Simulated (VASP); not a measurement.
KI, 2 atoms in the cell. The structure is cubic, space group Fm-3m (No. 225). Conventional cell: a = 7.066 Å, b = 7.066 Å, c = 7.066 Å, α = 90.00°, β = 90.00°, γ = 90.00°. Around K (site symmetry m-3m) lie 6 I at 3.53 Å. Around I (site symmetry m-3m) lie 6 K at 3.53 Å. 

| Item | Value |
| --- | --- |
| Program | VASP 6.6.1 |
| Task | relaxation of cell and atoms |
| Functional | PBEsol |
| Potentials or basis | VASP PAW PBE potentials, release 64 (K_sv, I) |
| Cutoff | 600 eV |
| k mesh | 8 × 8 × 8 |
| Occupations | gaussian, width 0.03 eV |
| Spin | no spin polarisation |
| Further INCAR settings | ALGO = Normal; EDIFF = 1e-06; IBRION = 2; EDIFFG = -0.01; NSW = 90; ISIF = 3 |

Potentials or basis: VASP PAW PBE potentials, release 64 (K_sv, I).

Launch:

```sh
$ cat potpaw_PBE.64/K_sv/POTCAR potpaw_PBE.64/I/POTCAR > POTCAR
$ mpirun -np 1 vasp_std > vasp.out
```

Hardware: 1 thread of Intel(R) Xeon(R) Platinum 8488C (Sapphire Rapids), on a shared host.

Task: Estimate the wall time of this run.

Result: Wall time 110 s on 1 thread of Intel(R) Xeon(R) Platinum 8488C (Sapphire Rapids), on a shared host, peak memory 0.26 GiB. Counts: scf iterations 37, k points 29, ion steps 5.
